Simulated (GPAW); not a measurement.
V:

```
CELL_PARAMETERS angstrom
-1.51435 1.51435 1.51435
1.51435 -1.51435 1.51435
1.51435 1.51435 -1.51435
ATOMIC_POSITIONS crystal
V 0.00000 0.00000 0.00000
```

Base run:

* Program: GPAW 26.7.0
* Functional: r2SCAN
* Potentials or basis: GPAW PAW data sets (gpaw-data 1.2.1)
* Cutoff: 600 eV
* Basis: pw
* k mesh: 10 × 10 × 10
* Occupations: fermi-dirac, width 0.05 eV
* Spin: collinear spin, ferromagnetic start
* Starting moments: [2.0] μB

Its results: pressure -5.2 GPa; net moment 0.00 μB per cell.

Question: The run is repeated on the same cell with these changes: functional from r2SCAN to PBE; potentials or basis from GPAW PAW data sets (gpaw-data 1.2.1) to PAW data sets generated in the run's folder for this functional. What comes out?

Answer: Pressure -3.7 GPa; net moment 0.00 μB per cell.

Caveats: the PAW data sets were made with another functional, which shifts forces and pressure a little (some runs).
